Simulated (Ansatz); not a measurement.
Relaxed bulk Fe:

```yaml
crystal:
  lattice:
    - [0.00000, 1.70311, 1.70311]
    - [1.70311, 0.00000, 1.70311]
    - [1.70311, 1.70311, 0.00000]
  atoms:
    - { symbol: Fe, position: [0.00000, 0.00000, 0.00000] }
```

Miller indices refer to the conventional cell of Fm-3m (No. 225), a = 3.406 Å, b = 3.406 Å, c = 3.406 Å, α = 90.00°, β = 90.00°, γ = 90.00°.

The (111) slab of 6 planes, 9.8 Å thick with 15 Å of vacuum as cut; outer planes Fe (top) and Fe (bottom).

The calculation used DFT PBEsol, scalar-relativistic, plane waves, PAW in Ansatz. Cutoff 420 eV; k points 15×15×1 on the computed 6-atom cell (Γ-centred); Gaussian smearing, width 0.10 eV; collinear spin from starting moments 0.23 0.23 0.23 0.23 0.23 0.23 μB. The cell repeats along c with a dipole correction in the vacuum.

Results for the relaxed slab:

```yaml
Surface_energy_mean_of_both_faces: 3.01 J/m²
Work_function: 5.30 eV
Sequence_of_site_moments_over_0.05_μB_in_size_bottom_to_top: Fe 1.39, Fe -0.94, Fe 0.28, Fe 0.28, Fe -0.94, Fe 1.39 μB
```

Relaxation lowers the energy by 0.004 J/m² a face; the largest move is 0.019 Å.

```csv
plane (bottom to top),atoms,"spacing to next, bulk (Å)",relaxed (Å),change (%)
1,Fe,1.967,1.954,-0.7
2,Fe,1.967,1.989,+1.2
3,Fe,1.967,1.959,-0.4
4,Fe,1.967,1.989,+1.2
5,Fe,1.967,1.954,-0.7
6,Fe,,,
```

The reference crystal is the fcc form of Fe, which isn't its usual structure.